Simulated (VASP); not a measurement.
# From VASP inputs to Ansatz: LiF (strained CsCl)

INCAR

```
NBANDS = 12
ENCUT = 520
GGA = PE
LREAL = .FALSE.
LWAVE = .FALSE.
NSW = 0
LASPH = .TRUE.
NELM = 120
IBRION = -1
ISIF = 2
ISMEAR = -1
PREC = Accurate
LCHARG = .FALSE.
EDIFF = 1E-7
SIGMA = 0.02
```

KPOINTS

```
KPOINTS created by Atomic Simulation Environment
0
Gamma
10 10 10
0 0 0
```

KPOINTS_OPT

```
special points
4
Reciprocal
0.0000000000 0.0000000000 0.0000000000 1
0.0000000000 0.5000000000 0.0000000000 1
0.5000000000 0.5000000000 0.0000000000 1
0.5000000000 0.5000000000 0.5000000000 1
```

POSCAR

```
Li F
 1.0000000000000000
     2.5191484863000002   -0.1390269344000000   -0.1390269344000000
    -0.1390269344000000    2.5191484863000002   -0.1390269344000000
    -0.1390269344000000   -0.1390269344000000    2.5191484863000002
 Li  F
   1   1
Cartesian
  0.0000000000000000  0.0000000000000000  0.0000000000000000
  1.1205473087500002  1.1205473087500002  1.1205473087500002
```

VASP ran with the recommended PBE PAW datasets (10 valence electrons in the cell).

**Question.** Write an Ansatz input for this cell and level of theory.

**Answer.** 

```yaml
crystal:
  lattice:
    - [2.5191484863, -0.1390269344, -0.1390269344]
    - [-0.1390269344, 2.5191484863, -0.1390269344]
    - [-0.1390269344, -0.1390269344, 2.5191484863]
  atoms:
    - { symbol: Li, position: [0.0, 0.0, 0.0] }
    - { symbol: F, position: [0.5, 0.5, 0.5] }
kpoints:
  mp_grid: { grid: [10, 10, 10] }
  band_path:
    path: [[0.0, 0.0, 0.0], [0.0, 0.5, 0.0], [0.5, 0.5, 0.0], [0.5, 0.5, 0.5]]
    npoints: 1
hamiltonian:
  xc: pbe
scf:
  occupations: { method: fermi_dirac, width: 0.02 }
  n_extra_bands: 4
output:
  forces: true
  stress: true
  eigenvalues: true
```

Other inputs would serve too.

|  | VASP | Ansatz |
| --- | --- | --- |
| gap between bands v and c | 8.15 eV | 8.14 eV |
| least direct gap | 8.51 eV | 8.50 eV |
| pressure | 5.6 GPa | 6.0 GPa |

Datasets and cutoffs are each program's own. VASP's cell holds 10 valence electrons and Ansatz's 10. Ansatz's stress includes a Pulay correction; VASP's doesn't.
